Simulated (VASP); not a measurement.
# A VASP 6.6.1 single-point calculation on Sn

INCAR

```
IBRION = -1
NELMDL = 0
LWAVE = .FALSE.
ISIF = 2
LCHARG = .FALSE.
LASPH = .TRUE.
METAGGA = R2SCAN
LREAL = .FALSE.
ENCUT = 520
ISMEAR = -1
PREC = Accurate
SIGMA = 0.02
NBANDS = 21
NSW = 0
ALGO = Normal
NELM = 87
EDIFF = 1E-7
```

KPOINTS

```
KPOINTS created by Atomic Simulation Environment
0
Gamma
6 6 6
0 0 0
```

POSCAR

```
Sn
 1.0000000000000000
     0.0000000000000000    3.2844597813481733    3.2844597813481733
     3.2844597813481733   -0.0000000000000000    3.2844597813481733
     3.2844597813481733    3.2844597813481733   -0.0000000000000000
 Sn
   2
Cartesian
 -0.0000000000000000 -0.0000000000000000 -0.0000000000000000
  1.6422298906740866  1.6422298906740866  1.6422298906740866
```

The recommended PBE PAW datasets give the neutral cell 28 valence electrons.

Command

```
mpirun -np 1 vasp_std
```

OSZICAR

```
N       E                     dE             d eps       ncg     rms          rms(c)
DAV:   1     0.186526306974E+03    0.18653E+03   -0.14700E+04   682   0.191E+03
DAV:   2    -0.269340759602E+02   -0.21346E+03   -0.20917E+03   677   0.461E+02
DAV:   3    -0.527432787078E+02   -0.25809E+02   -0.25610E+02   767   0.146E+02
DAV:   4    -0.536478834618E+02   -0.90460E+00   -0.90415E+00   772   0.303E+01
DAV:   5    -0.536877686355E+02   -0.39885E-01   -0.39884E-01  1011   0.590E+00    0.470E+00
DAV:   6    -0.494632492121E+02    0.42245E+01   -0.10792E+00   722   0.165E+01    0.232E+00
DAV:   7    -0.494601448706E+02    0.31043E-02   -0.51768E-02   837   0.203E+00    0.988E-01
DAV:   8    -0.494630726570E+02   -0.29278E-02   -0.16602E-02   875   0.761E-01    0.991E-02
DAV:   9    -0.494631774978E+02   -0.10484E-03   -0.35092E-03   858   0.896E-01    0.454E-02
DAV:  10    -0.494632037244E+02   -0.26227E-04   -0.13980E-04   792   0.116E-01    0.172E-02
DAV:  11    -0.494632010609E+02    0.26635E-05   -0.11036E-04   940   0.140E-01    0.156E-02
DAV:  12    -0.494632007348E+02    0.32612E-06   -0.39582E-06   847   0.180E-02    0.647E-03
DAV:  13    -0.494631979880E+02    0.27468E-05   -0.38621E-06   920   0.284E-02    0.573E-04
DAV:  14    -0.494631979838E+02    0.42041E-08   -0.85816E-08   470   0.296E-03
   1 F= -.49463198E+02 E0= -.49462911E+02  d E =-.574158E-03
```

From OUTCAR

```
k-points           NKPTS =     16   k-points in BZ     NKDIM =     16   number of bands    NBANDS=     21

   NELECT =      28.0000    total number of electrons

   dimension x,y,z NGX =    36 NGY =   36 NGZ =   36
   dimension x,y,z NGXF=    72 NGYF=   72 NGZF=   72

  energy-cutoff  :      520.00
  volume of cell :       70.86
      direct lattice vectors                 reciprocal lattice vectors
     0.000000000  3.284459781  3.284459781    -0.152232036  0.152232036  0.152232036
     3.284459781  0.000000000  3.284459781     0.152232036 -0.152232036  0.152232036
     3.284459781  3.284459781  0.000000000     0.152232036  0.152232036 -0.152232036

 k-points in reciprocal lattice and weights: KPOINTS created by Atomic Simulation Env
   0.00000000  0.00000000  0.00000000       0.005
   0.16666667  0.00000000  0.00000000       0.037
   0.33333333  0.00000000  0.00000000       0.037
   0.50000000  0.00000000  0.00000000       0.019
   0.16666667  0.16666667  0.00000000       0.028
   0.33333333  0.16666667  0.00000000       0.111
   0.50000000  0.16666667  0.00000000       0.111
  -0.33333333  0.16666667  0.00000000       0.111
   ...

 E-fermi :   5.2137

 k-point     1 :       0.0000    0.0000    0.0000
  band No.  band energies     occupation
      1     -17.1271      2.00000
      2     -17.1271      2.00000
      3     -17.1271      2.00000
      4     -17.0657      2.00000
      5     -17.0657      2.00000
      6     -16.7714      2.00000
      7     -16.7714      2.00000
      8     -16.7714      2.00000
      9     -16.7563      2.00000
     10     -16.7563      2.00000
     11      -5.6794      2.00000
     12       4.5789      2.00000
     13       5.2081      1.13804
     14       5.2081      1.13779
     15       5.2081      1.13779
     16       7.4201      0.00000
     17       7.4201      0.00000
     18       7.4201      0.00000
     19      10.5621      0.00000
     20      13.3766      0.00000
     21      13.3766      0.00000

 k-point     2 :       0.1667    0.0000    0.0000
  band No.  band energies     occupation
      1     -17.1425      2.00000
      2     -17.1425      2.00000
      3     -17.1210      2.00000
      4     -17.0430      2.00000
      5     -17.0430      2.00000
      6     -16.7968      2.00000
      7     -16.7968      2.00000
      8     -16.7790      2.00000
      9     -16.7352      2.00000
     10     -16.7352      2.00000
     11      -5.4082      2.00000
     12       2.3042      2.00000
     13       4.7651      2.00000
     14       4.7651      2.00000
     15       5.8034      0.00000
     16       7.9932      0.00000
     17       7.9932      0.00000
     18       8.6594      0.00000
     19      11.6525      0.00000
     20      12.3878      0.00000
     21      12.3878      0.00000

 ...

  Total       -0.0075423     -0.0075423     -0.0075423      0.0000000      0.0000000     -0.0000000
  in kB       -0.1705277     -0.1705277     -0.1705277      0.0000000      0.0000000     -0.0000000
  external PRESSURE =      -0.1705277 kB  Pullay stress =       0.0000000 kB

 POSITION                                       TOTAL-FORCE (eV/Angst)
 -----------------------------------------------------------------------------------
      0.00000      0.00000      0.00000         0.000000      0.000000      0.000000
      1.64223      1.64223      1.64223        -0.000000     -0.000000     -0.000000
 -----------------------------------------------------------------------------------
    total drift:                                0.000000      0.000000      0.000000

  FREE ENERGIE OF THE ION-ELECTRON SYSTEM (eV)
  ---------------------------------------------------
  free  energy   TOTEN  =       -49.4631979838 eV

  energy  without entropy=      -49.4626238261  energy(sigma->0) =      -49.46291090
```

It converged. Results: gap between bands v and c on the k mesh 0.00 eV; least direct gap on the k mesh 0.00 eV; pressure 0.0 GPa. Band v is the last that the valence electrons fill when counted band by band, and c is the next.

For comparison, a separate r²SCAN run of the intended cell, on usual settings and not on those above, gives a gap of 0.00 eV on its mesh and a pressure of 0.0 GPa.

The run above took about 84 s on one core of a shared host (Intel Xeon Platinum 8488C) and held 0.21 GiB at most.
